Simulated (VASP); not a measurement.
# BN (P1) in VASP: G0W0 quasiparticle levels with r2SCAN

Aim: the G0W0 quasiparticle levels of BN with r2SCAN.

All numbers are computed with VASP 6.6.1; they aren't measurements. Logs are shortened: lines on timing, memory, paths and dates and some standing lists are left out, and cuts for length are marked.

### Step 1. The crystal as given

The typed cell holds 2 atoms: a = 2.508 Å, b = 2.508 Å, c = 3.274 Å, α = 101.11°, β = 101.11°, γ = 119.81°.

The cell comes from a database or a generator and needn't be the stable form of this composition.

### Step 2. G0W0 quasiparticle levels, r2SCAN

POSCAR reads:

```
BN
1.0
    2.5080409239      0.0000000000      0.0000000000
   -1.2467107647      2.1762310413      0.0000000000
   -0.6306650796     -1.0881155206      3.0225400000
N B
1 1
Direct
    0.6685060000      0.3323850000      0.9849990000
    0.9796430000      0.9834990000      0.0018060000
```

INCAR.step1 reads:

```
PREC     = Accurate       # precision mode
ENCUT    = 500            # plane-wave cutoff, eV
EDIFF    = 1E-8           # SCF threshold, eV
ISMEAR   = 0              # smearing method
SIGMA    = 0.01           # smearing width, eV
LREAL    = False          # projectors in reciprocal space
LASPH    = True           # aspherical terms in the spheres
NELM     = 80             # most SCF steps
ALGO     = Normal         # electronic algorithm
LWAVE    = True           # write WAVECAR
LCHARG   = False          # write CHGCAR
METAGGA  = R2SCAN         # meta-GGA
LMIXTAU  = True
```

INCAR.step2 reads:

```
PREC     = Accurate       # precision mode
ENCUT    = 500            # plane-wave cutoff, eV
EDIFF    = 1E-8           # SCF threshold, eV
ISMEAR   = 0              # smearing method
SIGMA    = 0.01           # smearing width, eV
LREAL    = False          # projectors in reciprocal space
LASPH    = True           # aspherical terms in the spheres
NELM     = 1              # most SCF steps
ALGO     = Exact          # electronic algorithm
LWAVE    = True           # write WAVECAR
LCHARG   = False          # write CHGCAR
METAGGA  = R2SCAN         # meta-GGA
LMIXTAU  = True         
NBANDS   = 72             # bands
LOPTICS  = True           # frequency-dependent dielectric function
ISTART   = 1
```

INCAR.step3 reads:

```
PREC     = Accurate       # precision mode
ENCUT    = 500            # plane-wave cutoff, eV
EDIFF    = 1E-8           # SCF threshold, eV
ISMEAR   = 0              # smearing method
SIGMA    = 0.01           # smearing width, eV
LREAL    = False          # projectors in reciprocal space
LASPH    = True           # aspherical terms in the spheres
ALGO     = EVGW0          # electronic algorithm
LWAVE    = False          # write WAVECAR
LCHARG   = False          # write CHGCAR
METAGGA  = R2SCAN         # meta-GGA
LMIXTAU  = True         
NELMGW   = 1            
NBANDS   = 72             # bands
ENCUTGW  = 150            # cutoff of the response function
NOMEGA   = 48             # frequency points
PRECFOCK = Fast         
ISTART   = 1            
NBANDSGW = 12
```

KPOINTS reads:

```
Automatic mesh
0
Gamma
  8 8 6
```

Potentials or basis: VASP PAW PBE potentials, release 64 (N_GW, B_GW).

Command:

```bash
$ cat potpaw_PBE.64/N_GW/POTCAR potpaw_PBE.64/B_GW/POTCAR > POTCAR
$ cp INCAR.step1 INCAR
$ mpirun -np 1 vasp_std > vasp.out
$ cp INCAR.step2 INCAR
$ mpirun -np 1 vasp_std > vasp.out
$ cp INCAR.step3 INCAR
$ mpirun -np 1 vasp_std > vasp.out
```

OUTCAR:

```text
PREC = Accurate
   ENCUT = 500
   EDIFF = 1E-8
   ISMEAR = 0
   LREAL = False
   LASPH = True
   METAGGA = R2SCAN
   NELMGW = 1
   ENCUTGW = 150
   PRECFOCK = Fast
   ISTART = 1

 ion  position               nearest neighbor table
   1  0.669  0.332  0.985-   2 1.40   2 1.43   2 1.52
   2  0.980  0.983  0.002-   1 1.40   1 1.43   1 1.52

  LATTYP: Found a face centered orthorhombic cell.
 ALAT       =     2.5153400000
 B/A-ratio  =     1.7253460765
 C/A-ratio  =     2.4032854405

  Lattice vectors:

 A1 = (  -1.8773758443,   1.0881155207,   3.0225400000)
 A2 = (   0.6306650796,   1.0881155207,   3.0225400000)
 A3 = (  -1.2467107647,   2.1762310413,   0.0000000000)

Analysis of symmetry for initial positions (statically):
=====================================================================
 Subroutine PRICEL returns:
 Original cell was already a primitive cell.

 Routine SETGRP: Setting up the symmetry group for a
 face centered orthorhombic supercell.

 Subroutine GETGRP returns: Found  1 space group operations
 (whereof  1 operations were pure point group operations)
 out of a pool of  8 trial point group operations.

The static configuration has the point symmetry C_1 .

Analysis of symmetry for dynamics (positions and initial velocities):
=====================================================================
 Subroutine PRICEL returns:
 Original cell was already a primitive cell.

 Routine SETGRP: Setting up the symmetry group for a
 face centered orthorhombic supercell.

 Subroutine GETGRP returns: Found  1 space group operations
 (whereof  1 operations were pure point group operations)
 out of a pool of  8 trial point group operations.

The dynamic configuration has the point symmetry C_1 .

 Subroutine INISYM returns: Found  1 space group operations
 (whereof  1 operations are pure point group operations),
 and found     1 'primitive' translations

----------------------------------------------------------------------------------------

                                     Primitive cell

  volume of cell :      16.4973

  direct lattice vectors                    reciprocal lattice vectors
     2.508040924  0.000000000  0.000000000     0.398717577  0.228415773  0.165423783
    -1.246710765  2.176231041  0.000000000     0.000000000  0.459510034  0.165423783
    -0.630665080 -1.088115521  3.022540000     0.000000000  0.000000000  0.330847565

  length of vectors
     2.508040924  2.508040924  3.273756540     0.488379462  0.488379462  0.330847565

  position of ions in fractional coordinates (direct lattice)
     0.668506000  0.332385000  0.984999000
     0.979643000  0.983499000  0.001806000

  ion indices of the primitive-cell ions
   primitive index   ion index
                 1           1
                 2           2

----------------------------------------------------------------------------------------

 KPOINTS: Automatic mesh

Automatic generation of k-mesh.
 Grid dimensions read from file:
 generate k-points for:    8    8    6

 Generating k-lattice:

  Cartesian coordinates                     Fractional coordinates (reciprocal lattice)
     0.049839697  0.028551972  0.020677973     0.125000000 -0.000000000 -0.000000000
     0.000000000  0.057438754  0.020677973     0.000000000  0.125000000  0.000000000
     0.000000000  0.000000000  0.055141261     0.000000000  0.000000000  0.166666667

  Length of vectors
     0.061047433  0.061047433  0.055141261

  Shift w.r.t. Gamma in fractional coordinates (k-lattice)
     0.000000000  0.000000000  0.000000000

 -----------------------------------------------------------------------------
|                                                                             |
|           W    W    AA    RRRRR   N    N  II  N    N   GGGG   !!!           |
|           W    W   A  A   R    R  NN   N  II  NN   N  G    G  !!!           |
|           W    W  A    A  R    R  N N  N  II  N N  N  G       !!!           |
|           W WW W  AAAAAA  RRRRR   N  N N  II  N  N N  G  GGG   !            |
|           WW  WW  A    A  R   R   N   NN  II  N   NN  G    G                |
|           W    W  A    A  R    R  N    N  II  N    N   GGGG   !!!           |
|                                                                             |
|     Your reciprocal lattice and k-lattice belong to different lattice       |
|     classes:                                                                |
|                                                                             |
|        The reciprocal lattice is body-centered orthorhombic,                |
|        whereas your k-lattice is base-centered monoclinic.                  |
|                                                                             |
|     Results are often still useful ...                                      |
|                                                                             |
 -----------------------------------------------------------------------------

 WARNING: IBZKPT: internal override: KBLOWUP is changed to .FALSE.
      ... skipping the blow-up phase ...

 Subroutine IBZKPT returns following result:
 ===========================================

 Found    196 irreducible k-points:

 Following reciprocal coordinates:
            Coordinates               Weight
  0.000000  0.000000  0.000000      1.000000
  0.125000  0.000000  0.000000      2.000000
  0.250000  0.000000  0.000000      2.000000
  0.375000  0.000000 -0.000000      2.000000
  0.500000  0.000000  0.000000      1.000000
  0.000000  0.125000  0.000000      2.000000
[... 16 lines left out ...]
  0.125000  0.375000 -0.000000      2.000000
  0.250000  0.375000  0.000000      2.000000
 [... further k-points ...]
   k-points           NKPTS =    196   k-points in BZ     NKDIM =    384   number of bands    NBANDS=     72
   number of dos      NEDOS =    301   number of ions     NIONS =      2
   total plane-waves  NPLWV =   7776
   dimension x,y,z NGX =    18 NGY =   18 NGZ =   24
   dimension x,y,z NGXF=    36 NGYF=   36 NGZF=   48
   ions per type =               1   1
   NGX,Y,Z   is equivalent  to a cutoff of  11.93, 11.93, 12.19 a.u.
   NGXF,Y,Z  is equivalent  to a cutoff of  23.86, 23.86, 24.38 a.u.
 SYSTEM =  unknown system
   PREC   = accura    normal or accurate (medium, high low for compatibility)
   ISTART =      1    job   : 0-new  1-cont  2-samecut
   ICHARG =      0    charge: 1-file 2-atom 10-const
   ISPIN  =      1    spin polarized calculation?
   LNONCOLLINEAR =      F non collinear calculations
   LSORBIT =      F    spin-orbit coupling
   LASPH  =      T    aspherical Exc in radial PAW
   ENCUT  =  500.0 eV  36.75 Ry    6.06 a.u.   4.57  4.57  5.97*2*pi/ulx,y,z
   NELM   =     60;   NELMIN=  2; NELMDL=  0     # of ELM steps
   EDIFF  = 0.1E-07   stopping-criterion for ELM
   LREAL  =      F    real-space projection
   EDIFFG = 0.1E-06   stopping-criterion for IOM
   NSW    =      0    number of steps for IOM
   IBRION =     -1    ionic relax: 0-MD 1-quasi-New 2-CG
   NFREE  =      0    steps in history (QN), initial steepest desc. (CG)
   ISIF   =      0    stress and relaxation
   ISYM   =      3    0-nonsym 1-usesym 2-fastsym
   POTIM  = 0.5000    time-step for ionic-motion
   TEBEG  =    0.0;   TEEND  =   0.0 temperature during run
   PSTRESS=    0.0 pullay stress
   NELECT =       8.0000    total number of electrons
   NUPDOWN=      -1.0000    fix difference up-down
   EMIN   =  10.00;   EMAX   =-10.00  energy-range for DOS
   EFERMI =   0.00;   METHOD = LEGACY
   ISMEAR =     0;   SIGMA  =   0.01  broadening in eV -4-tet -1-fermi 0-gaus
   EFERMI_NEDOS =   21; number of points for ismear=-14 and -15
   IALGO  =     38    algorithm
   IMIX   =      4    mixing-type and parameters
     AMIX     =   0.40;   BMIX     =  1.00
     AMIX_MAG =   1.60;   BMIX_MAG =  1.00
  volume/ion in A,a.u.               =       8.25        55.66
  Fermi-wavevector in a.u.,A,eV,Ry     =   1.286178  2.430523 22.507475  1.654253
  Thomas-Fermi vector in A             =   2.418268
   LORBIT       =      0    0 simple, 1 ext, 2 COOP (PROOUT), +10 PAW based schemes
   METAGGA = R2SCAN    functional components
   LHFCALC =     T    Hartree Fock is set to
   PRECFOCK=fast      Normal, Fast or Accurate (Low or Medium for compatibility)
   ENCUT4O =  -1.0   cutoff for four orbital integrals eV
   NKREDX  =     1    reduce k-point grid by
   NKREDY  =     1    reduce k-point grid by
   NKREDZ  =     1    reduce k-point grid by
   AEXX    =    1.0000 exact exchange contribution
   HFSCREEN=    0.0000 screening length (either q_TF or 0.3 A-1)
   HFSCREENC=   0.0000 screening length for correlation (either q_TF or 0.3 A-1)
   ENCUTFOCK=  -1.0 apply spherical cutoff to Coloumb kernel
   IVDW    =     0    specifies the selected vdW correction
   LEPSILON=     F    determine dielectric tensor
   LRPA    =     F    only Hartree local field effects (RPA)
   LRPAFORCE           =     F    calculate RPA forces
   ENCUTGW             = 150.0    cutoff for response function in eV
   ENCUTGWSOFT         = 120.0    soft cutoff for Coulomb kernel in GW response function in eV
   ENCUTLF             =  -1.0    cutoff for local field effects
   NELMGW              =     1    number of iterations in solving QP/BSE equation
   NELMHF              =     1    number of iterations in the inner HF iteration
   NKREDLFX            =     1    NKREDLFY  =   1   NKREDLFZ  =   1
 non-spin polarized calculation
 Gauss-broadening in eV      SIGMA  =   0.01
  energy-cutoff  :      500.00
  volume of cell :       16.50
 maximum number of plane-waves:       432
  NGX = 12; NGY = 12; NGZ = 16
   NGX =  9   NGY =  9   NGZ = 11
 maximum number of plane-waves:        81

 QP shifts <psi_nk| G(iteration)W_0 |psi_nk>: iteration 1
 for sc-GW calculations column KS-energies equals QP-energies in previous step
 and V_xc(KS)=  KS-energies - (<T + V_ion + V_H > + <T+V_H+V_ion>^1  + <V_x>^1)

 k-point   1 :       0.0000    0.0000    0.0000
  band No.  KS-energies  QP-energies   sigma(KS)   V_xc(KS)     V^pw_x(r,r')   Z            occupation Imag(sigma)

      1     -16.0832     -17.1020     -18.6048     -17.2181     -26.6686       0.7347       2.0000       1.3187
      2      -0.6650      -1.5880     -16.4579     -15.2510     -19.7963       0.7648       2.0000       0.1623
      3       0.6632      -0.2448     -19.6541     -18.5234     -22.9216       0.8030       2.0000       0.1091
      4       2.3758       1.5319     -19.4698     -18.4261     -22.2948       0.8086       2.0000       0.0959
      5       9.2060       9.4968      -9.3312      -9.6786      -5.2836       0.8370       0.0000      -0.0932
      6      14.1424      15.4080     -12.0531     -13.6022      -7.2207       0.8170       0.0000      -0.1100
      7      16.2647      17.5299     -12.0376     -13.5872      -7.0668       0.8165       0.0000      -0.1243
      8      17.4065      18.0612     -12.7220     -13.5722      -5.8293       0.7700       0.0000      -0.6474
      9      19.0053      19.7384     -12.0283     -12.9528      -6.2734       0.7930       0.0000      -0.2578
     10      30.0560      29.7997      -9.0433      -8.7269      -2.5752       0.8101       0.0000      -0.9352
     11      31.5178      31.8426      -9.1539      -9.5443      -3.4396       0.8320       0.0000      -0.8484
     12      32.5739      32.6311      -8.3537      -8.4223      -2.4825       0.8344       0.0000      -0.8909

 k-point   2 :       0.1250    0.0000    0.0000
  band No.  KS-energies  QP-energies   sigma(KS)   V_xc(KS)     V^pw_x(r,r')   Z            occupation Imag(sigma)
[... 353 lines left out ...]
      1     -12.2434     -13.1649     -19.9716     -18.7980     -27.2297       0.7852       2.0000       1.0128
      2      -5.7840      -6.9536     -17.7841     -16.2244     -22.3969       0.7499       2.0000       0.2597
      3      -3.8085      -4.9501     -17.8758     -16.3801     -22.0037       0.7633       2.0000       0.1999
      4       2.6932       2.0299     -17.3644     -16.5292     -19.8057       0.7943       2.0000       0.0938
      5       8.2084       8.6630     -10.0642     -10.6202      -5.7285       0.8178       0.0000      -0.1010
      6      15.7403      16.1507      -9.7247     -10.2299      -4.7548       0.8122       0.0000      -0.2059
      7      18.4858      19.1828     -11.3270     -12.2032      -5.7481       0.7955       0.0000      -0.2736
      8      19.6441      20.0468     -10.1365     -10.6335      -4.7667       0.8104       0.0000      -0.3038
      9      22.7642      23.6739     -12.0618     -13.2031      -5.4514       0.7970       0.0000      -0.5204
     10      25.6479      26.1819     -10.5599     -11.2101      -4.5428       0.8212       0.0000      -0.5977
     11      28.1147      28.3200      -9.7644     -10.0158      -3.5073       0.8170       0.0000      -0.7472
     12      30.9397      31.4386      -9.9497     -10.5561      -3.7781       0.8226       0.0000      -0.8290

 [... further k-points ...]
```

It took 67 min on 1 thread of Intel Xeon Platinum 8375C at 2.90GHz (Ice Lake), shared host; peak memory 1.3 GiB.

What came out:

```
Band gap on the k mesh, mean-field level : 3.30 eV, indirect (least direct gap 5.21 eV)
Quasiparticle gap                        : 4.26 eV
Least direct quasiparticle gap           : 6.31 eV
```

Levels at points of the mesh, in eV from the valence-band top:
```csv
k point,band 1,band 2,band 3,band 4,band 5,band 6,band 7,band 8
"(0.00, 0.00, 0.00)",-19.35,-3.93,-2.60,-0.89,5.94,10.88,13.00,14.14
"(0.50, 0.00, 0.00)",-15.84,-9.51,-5.11,-1.66,5.48,10.11,14.50,18.29
"(0.00, 0.50, 0.00)",-16.01,-9.80,-4.31,-1.15,4.35,10.24,14.81,18.31
"(0.50, 0.50, 0.00)",-16.09,-9.97,-4.47,-0.18,6.97,9.66,13.19,15.37
"(0.00, 0.00, 0.50)",-18.78,-7.24,-2.62,-0.94,10.57,11.61,12.98,13.21
"(0.50, 0.00, 0.50)",-15.84,-9.52,-5.11,-1.56,5.15,10.15,14.77,18.51
"(0.00, 0.50, 0.50)",-16.01,-9.79,-4.30,-1.24,4.57,10.17,14.66,18.16
"(0.50, 0.50, 0.50)",-15.76,-9.43,-4.63,-2.30,3.30,9.75,16.51,20.94
```

Caveat: bands, screening cutoff and mesh are small and nothing is extrapolated, so the quasiparticle values aren't converged. A k mesh can miss the band edges.
